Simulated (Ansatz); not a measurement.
Working through a calculation of the elastic constants of AlN, space group P6_3/mmc

Program: the Python package of Ansatz (0.2.0).

Notebook, run cell by cell (the value of a cell's last expression is shown):

**Cell 1**
```python
from dataclasses import replace
import warnings

import ansatz as az
import numpy as np
```

**Cell 2**
```python
warnings.simplefilter('ignore', az.DeckWarning)
```

**Cell 3**
```python
aln = (
    az.Lattice.from_parameters(3.312116, 3.312116, 4.187563, alpha=90.0, beta=90.0, gamma=120.0)
    .atom('Al', (1 / 3, 2 / 3, 0.75))
    .atom('Al', (2 / 3, 1 / 3, 0.25))
    .atom('N', (1 / 3, 2 / 3, 0.25))
    .atom('N', (2 / 3, 1 / 3, 0.75))
)
```

**Cell 4**
```python
len(aln.resolved().sites)
```
Output:
```text
4
```

**Cell 5**
```python
job = (
    aln.calculation()
    .occupations('fermi_dirac', width=0.2)
    .mixing('msr1')
    .basis(300)
    .accuracy('medium')
    .scf(max_iterations=100, lower_state_search='off', algorithm='density_mixing')
    .functional('r2scan')
    .eigensolver('auto', full_accuracy=True)
    .kpoints(8, 8, 6)
)
# relax, then strain
rest = job.relax(cell=True).run(threads=1).lattice
relaxed = az.Crystal(lattice=az.Lattice.of(rest.cell_ang))
for site in rest.sites:
    relaxed = relaxed.atom(site.symbol, site.position_frac)
job = replace(job, crystal=relaxed)
print('relaxed volume {:.3f} A^3'.format(abs(np.linalg.det(rest.cell_ang))))
res = job.elastic('relaxed_ion').run(threads=1)
elastic = res.elastic

C = np.asarray(elastic.c_gpa)
for i in range(6):
    for j in range(i, 6):
        if abs(C[i, j]) > 0.05:
            print(f'C{i + 1}{j + 1} = {C[i, j]:.1f} GPa')
print('smallest eigenvalue of C:', round(elastic.stability.min_eigenvalue_gpa, 1), 'GPa; tensor positive definite:', elastic.stability.min_eigenvalue_gpa > 0)
# averaged moduli need a positive definite tensor
if elastic.stability.min_eigenvalue_gpa > 0:
    m = elastic.moduli
    print(f'K = {m.k_hill_gpa:.1f}, G = {m.g_hill_gpa:.1f}, E = {m.youngs_gpa:.1f} GPa, Poisson ratio {m.poisson:.3f}, K/G = {m.k_hill_gpa / m.g_hill_gpa:.2f}')
```
Output:
```text
relaxed volume 38.722 A^3
C11 = 381.6 GPa
C12 = 203.4 GPa
C13 = 139.0 GPa
C22 = 381.6 GPa
C23 = 139.0 GPa
C33 = 297.9 GPa
C44 = 221.8 GPa
C55 = 221.8 GPa
C66 = 89.1 GPa
smallest eigenvalue of C: 89.1 GPa; tensor positive definite: True
K = 222.8, G = 132.3, E = 331.4 GPa, Poisson ratio 0.252, K/G = 1.68
```

The settings weren't tested for convergence. The cutoff lies under the one recommended for these potentials. Under the recommended cutoff a pressure can be off by several GPa, even in sign. A positive definite tensor excludes instabilities under uniform strain alone; phonons elsewhere in the zone can still be imaginary. In a crystal with a gap the Fermi level's place inside it depends on smearing and mesh. This cell is a computed structure, which may not be the phase found in nature. The constants belong to the cell that was strained; where it wasn't relaxed first it may be under stress. The script silences the warnings on its input, which a real study should read. It ran for 120 s on 1 thread of Arm Neoverse V2, on a shared host, peak memory 0.45 GiB.

(A comment or docstring line of the script was reworded after the run, the code is as it ran.)
